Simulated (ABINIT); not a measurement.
**Moving the functional in TiAl**

The cell as given:

It takes space group P4/mmm (No. 123, tetragonal). The conventional cell has a = 2.837 Å, b = 2.837 Å, c = 4.059 Å, α = 90.00°, β = 90.00°, γ = 90.00°. Ti (site symmetry 4/mmm) has 4 Ti at 2.84 Å and 8 Al at 2.85 Å as nearest neighbours. Al (site symmetry 4/mmm) is surrounded by 4 Al at 2.84 Å and 8 Ti at 2.85 Å.

Kept alike: task relaxation of cell and atoms; k mesh 9 × 9 × 7; occupations fermi-dirac, width 0.05 eV; no spin polarisation. Program: ABINIT, potentials by row: JTH PAW LDA v2.0 (LDA); JTH PAW PBE v2.0 (PBEsol), cutoff 408 eV. The mesh is that of the run's cell of 2 atoms. No spin-orbit coupling.

| functional | volume (Å³/atom) | first edge of the run's cell (Å) | third edge of the run's cell (Å) |
| --- | --- | --- | --- |
| LDA | 15.343 | 2.768 | 4.005 |
| PBEsol | 15.842 | 2.798 | 4.047 |

The relaxations keep at least the cell's symmetry (P4/mmm). For a metal such a mesh leaves the last digits unconverged. Relaxations stop with a little pressure left, so the last digits of a volume or edge aren't settled. Runs of this series that gave no sound value for these columns are left out. Potentials were made for LDA (LDA); PBE (PBEsol).

Q: What does the functional change here?

A: The volume runs from 15.343 (LDA) to 15.842 Å³/atom (PBEsol). The first edge of the run's cell runs from 2.768 (LDA) to 2.798 Å (PBEsol). The third edge of the run's cell runs from 4.005 (LDA) to 4.047 Å (PBEsol).
